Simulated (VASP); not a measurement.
Here is a VASP 6.6.1 calculation.

Contents of INCAR:

```
PREC = Accurate
ENCUT = 520
EDIFF = 1E-6
ISMEAR = -1
SIGMA = 0.05
LREAL = F
LASPH = T
NELM = 100
ALGO = Fast
ISIF = 2
LWAVE = F
LCHARG = F
ISPIN = 2
MAGMOM = 2 2
LORBIT = 11
LMAXMIX = 4
LDAU = T
LDAUTYPE = 2
LDAUL = 2
LDAUU = 1
LDAUJ = 0
LDAUPRINT = 1
GGA = PE
NBANDS = 20
```

File KPOINTS:

```
regular mesh
0
Gamma
  16 16 10
```

File POSCAR:

```
Co
1.0
    2.5070000000      0.0000000000      0.0000000000
   -1.2535000000      2.1711256873      0.0000000000
    0.0000000000      0.0000000000      4.0690000000
Co
2
Direct
    0.3333333333      0.6666666667      0.2500000000
    0.6666666667      0.3333333333      0.7500000000
```

KPOINTS_OPT

```
explicit points
26
Reciprocal
 0.0000000000  0.0000000000  0.0000000000 1
 0.0000000000  0.0000000000  0.0200000000 1
 0.0000000000  0.0000000000  0.0400000000 1
 0.0000000000  0.0000000000  0.0600000000 1
 0.0000000000  0.0000000000  0.0800000000 1
 0.0000000000  0.0000000000  0.1000000000 1
 0.0000000000  0.0000000000  0.1200000000 1
 0.0000000000  0.0000000000  0.1400000000 1
 0.0000000000  0.0000000000  0.1600000000 1
 0.0000000000  0.0000000000  0.1800000000 1
 0.0000000000  0.0000000000  0.2000000000 1
 0.0000000000  0.0000000000  0.2200000000 1
 0.0000000000  0.0000000000  0.2400000000 1
 0.0000000000  0.0000000000  0.2600000000 1
 0.0000000000  0.0000000000  0.2800000000 1
 0.0000000000  0.0000000000  0.3000000000 1
 0.0000000000  0.0000000000  0.3200000000 1
 0.0000000000  0.0000000000  0.3400000000 1
 0.0000000000  0.0000000000  0.3600000000 1
 0.0000000000  0.0000000000  0.3800000000 1
 0.0000000000  0.0000000000  0.4000000000 1
 0.0000000000  0.0000000000  0.4200000000 1
 0.0000000000  0.0000000000  0.4400000000 1
 0.0000000000  0.0000000000  0.4600000000 1
 0.0000000000  0.0000000000  0.4800000000 1
 0.0000000000  0.0000000000  0.5000000000 1
```

Potentials or basis: VASP PAW PBE potentials, release 64 (Co).

The run is started by

```bash
$ cat potpaw_PBE.64/Co/POTCAR > POTCAR
$ mpirun -np 1 vasp_std > vasp.out
```

Problem. Estimate the pressure.

Solution. -4.3 GPa.

Problem. What does it give for the band gap along the path?

Solution. None (metal or under the smearing width).

Problem. Estimate the net moment.

Solution. 3.40 μB per cell.

Problem. What does it give for the site moments?

Solution. Co +1.74 μB.

Eigenvalues of the final occupation matrices:
```csv
site,spin,trace,eigenvalues
site 1 d,1,4.56,0.91 0.91 0.91 0.91 0.91
site 1 d,2,2.74,0.54 0.54 0.55 0.55 0.56
site 2 d,1,4.56,0.91 0.91 0.91 0.91 0.91
site 2 d,2,2.74,0.54 0.54 0.55 0.55 0.56
```

Caveat: the U is typed as a test and isn't derived for this compound. The state reached can hang on the start; a lower one may exist.
